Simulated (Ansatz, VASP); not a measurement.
# One calculation of MgS, two programs

POSCAR

```
MgS
1.0
    0.0000000000      2.6964733420      2.5506714269
    2.6964733420      0.0000000000      2.5506714269
    2.6964733420      2.6964733420      0.0000000000
Mg S
1 1
Direct
    0.0000000000      0.0000000000      0.0000000000
    0.5000000000      0.5000000000      0.5000000000
```

INCAR.step1

```
SYSTEM = MgS
PREC     = Accurate       ! precision mode
ENCUT    = 520            ! plane-wave cutoff, eV
ISMEAR   = 0              ! smearing method
SIGMA    = 0.01           ! smearing width, eV
LREAL    = .FALSE.        ! projectors in reciprocal space
LASPH    = .TRUE.         ! aspherical terms in the spheres
NELM     = 100            ! most SCF steps
NBANDS   = 11             ! bands
GGA      = PE             ! functional
ALGO     = Normal         ! electronic algorithm
EDIFF    = 1E-4           ! SCF threshold, eV
LWAVE    = .TRUE.         ! write WAVECAR
LCHARG   = .FALSE.        ! write CHGCAR
```

INCAR.step2

```
SYSTEM = MgS
PREC     = Accurate       ! precision mode
ENCUT    = 520            ! plane-wave cutoff, eV
EDIFF    = 1E-6           ! SCF threshold, eV
ISMEAR   = 0              ! smearing method
SIGMA    = 0.01           ! smearing width, eV
LREAL    = .FALSE.        ! projectors in reciprocal space
LASPH    = .TRUE.         ! aspherical terms in the spheres
NELM     = 100            ! most SCF steps
ALGO     = Normal         ! electronic algorithm
ISIF     = 2              ! what is computed and relaxed
LWAVE    = .FALSE.        ! write WAVECAR
LCHARG   = .FALSE.        ! write CHGCAR
METAGGA  = R2SCAN         ! meta-GGA
LMIXTAU  = .TRUE.       
NBANDS   = 11             ! bands
ISTART   = 1
```

File KPOINTS:

```
Automatic mesh
0
G
  8 8 8
  0 0 0
```

Input for Ansatz:

```yaml
crystal:
  lattice:
    - [0.0, 2.696473342, 2.5506714269]
    - [2.696473342, 0.0, 2.5506714269]
    - [2.696473342, 2.696473342, 0.0]
  atoms:
    - { symbol: Mg, position: [0.0, 0.0, 0.0] }
    - { symbol: S, position: [0.5, 0.5, 0.5] }
kpoints:
  mp_grid: { grid: [8, 8, 8] }
  band_path:
    path:
      - [0.0, 0.0, 0.0]
      - [0.5, 0.0, 0.5]
      - [0.625, 0.25, 0.625]
      - [0.375, 0.375, 0.75]
      - [0.5, 0.5, 0.5]
      - [0.5, 0.25, 0.75]
      - [0.5, 0.5, 0.0]
    npoints: 1
hamiltonian:
  xc: r2scan
scf:
  occupations: { method: fixed }
  n_extra_bands: 4
output:
  forces: true
  stress: true
  eigenvalues: true
  write_density: true
  write_potential: true
  elf: true
  volumetric_format: npy
```

Change from the starting cell: epitaxial_xy strain +3.6%.

Alike in both runs: task single point; functional r2SCAN; k mesh 8 × 8 × 8; no spin polarisation.

|  | VASP | Ansatz |
| --- | --- | --- |
| version | VASP 6.6.1 | Ansatz 0.2.0 |
| potentials or method | VASP PAW PBE potentials, release 64 (Mg, S) | plane waves, PAW |
| plane-wave cutoff (eV) | 520 | 500 |
| occupations | gaussian, width 0.01 eV | fixed |
| valence electrons in the cell | 8 | 16 |

|  | VASP | Ansatz | Ansatz less VASP |
| --- | --- | --- | --- |
| gap on the k mesh at the Fermi level (eV) | 3.09 | 3.12 | +0.032 |
| pressure (GPa) | -3.7 | -3.3 | +0.43 |
| largest component of the traceless stress (GPa) | 3.16 | 3.23 | +0.072 |

The two sets of potentials don't hold the same shells in valence.

Caveats: the PAW data sets were made with another functional, which shifts forces and pressure a little (VASP). A k mesh can miss the band edges.
